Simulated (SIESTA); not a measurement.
Crystal: Cu.

```xyz
1
Lattice="0.0000 1.8075 1.8075 1.8075 0.0000 1.8075 1.8075 1.8075 0.0000" Properties=species:S:1:pos:R:3 pbc="T T T"
Cu    0.0000    0.0000    0.0000
```

Base run:

* Program: SIESTA 5.4.2
* Functional: PBE-libxc
* Potentials or basis: PseudoDojo 0.4 standard (PBE files)
* Basis: DZP (energy shift 0.002 Ry)
* Grid cutoff: 800 Ry
* Energy shift: 0.002 Ry
* k mesh: 13 × 13 × 13
* Occupations: fermi-dirac, width 0.05 eV
* Spin: no spin polarisation

Its results: band gap on the k mesh none (metal or under the smearing width); pressure 0.8 GPa.

Question: After a change of settings the same cell gave: band gap on the k mesh none (metal or under the smearing width); pressure -5.4 GPa. Which change was it?
A. functional from PBE-libxc to VV10
B. functional from PBE-libxc to PBE; basis from DZP (energy shift 0.002 Ry) to SZ (energy shift 0.002 Ry)
C. functional from PBE-libxc to SVWN5; potentials or basis from PseudoDojo 0.4 standard (PBE files) to PseudoDojo 0.4 standard (LDA files)
D. functional from PBE-libxc to vdW-DF-cx

Answer: D.

Caveats: semicore shells carry a single zeta, which can move pressures by several GPa and volumes by a few percent; the basis of atomic orbitals isn't converged, which shifts pressures, moduli and gaps; the potentials were made for another functional, which shifts forces and pressure (some runs).

Not every run made on this cell is shown here.
